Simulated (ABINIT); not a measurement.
Set up this calculation in ABINIT 10.8.3 (patched build), as the native input.

```
Task                                            : single point
Functional                                      : PBE
Potentials or basis                             : JTH PAW PBE v2.0
Cutoff                                          : 599 eV
k mesh                                          : 8 × 8 × 8
Occupations                                     : fermi-dirac, width 0.05 eV
Spin                                            : no spin polarisation
Fine-grid cutoff                                : 1197.3 eV
Exchange and correlation inside the PAW spheres : full angular mesh (pawxcdev 0, this build's default; the released program takes 1)
```

InPd:

```
In Pd
1.0
     3.27188    0.00000    0.00000
     0.00000    3.27188    0.00000
     0.00000    0.00000    3.27188
In Pd
1 1
Direct
  0.99323 0.00032 0.00838
  0.48910 0.50688 0.49185
```

The cell comes from a database or a generator and needn't be the stable form of this composition.

The cell isn't the ideal one: atoms moved at random, drawn with an rms of 0.05 Å.

These files were run (other wordings do the same):

run.abi

```
pp_dirpath "./"
pseudos "In.GGA_PBE-JTH.xml, Pd.GGA_PBE-JTH.xml"

acell 3.27188478 3.27188478 3.27188478 Angstrom
rprim
     1.0000000000     0.0000000000     0.0000000000
     0.0000000000     1.0000000000     0.0000000000
     0.0000000000     0.0000000000     1.0000000000
ntypat 2
znucl 49 46
natom 2
typat 1 2
xred
    -0.0067690000     0.0003210000     0.0083760000
     0.4891010000     0.5068780000     0.4918490000
chkprim 0
chksymtnons 0
tolsym 1.0e-6

ecut 598.650497 eV
pawecutdg 44.0

kptopt 1
ngkpt 8 8 8
nshiftk 1
shiftk 0.0 0.0 0.0

ixc 11

nband 20
occopt 3
tsmear 0.05 eV

nstep 100
tolvrs 1.0e-9

iomode 3
prtwf 0
prtden 0
prteig 0
prtebands 0
```

Potentials or basis: JTH PAW PBE v2.0.

Command:

```console
$ abinit run.abi > log 2>&1
```

It gave:

- Pressure: 3.8 GPa
- Largest force: 0.250 eV/Å
- Band gap on the k mesh: none (metal or under the smearing width)
- Valence electrons inside the program's atomic spheres: In 11.21; Pd 16.95

It took 4.3 min on 1 thread of Intel(R) Xeon(R) Platinum 8488C (Sapphire Rapids), on a shared host, peak memory 0.28 GiB.
